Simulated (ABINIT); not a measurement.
I:

```
I
1.0
     0.00000    2.36560    3.90984
     2.19225    0.00000    3.90984
     2.19225    2.36560    0.00000
I
1
Direct
  0.00000 0.00000 0.00000
```

Base run:

```yaml
Program: ABINIT 10.8.3 (patched build)
Functional: HCTH407
Potentials_or_basis: JTH PAW PBE v2.0
Cutoff: 408 eV
k_mesh: 9 × 9 × 9
Occupations: fermi-dirac, width 0.05 eV
Spin: no spin polarisation
```

Its results: band gap on the k mesh none (metal or under the smearing width); pressure 3.0 GPa.

Problem. The run is repeated on the same cell with these changes: functional from HCTH407 to PBE; k mesh from 9 × 9 × 9 to 5 × 5 × 5. What comes out?

Solution. Band gap on the k mesh none (metal or under the smearing width); pressure 0.4 GPa.

Several settings changed at once, so the effect can't be laid on one alone.

Caveats: some runs use coarse meshes; an odd number of electrons without spin polarisation forces a metal; a magnetic or distorted state may lie lower; the PAW data sets were made with another functional, which shifts forces and pressure a little (some runs); spin-orbit coupling is left out, which moves the levels of the heavy elements (some runs).
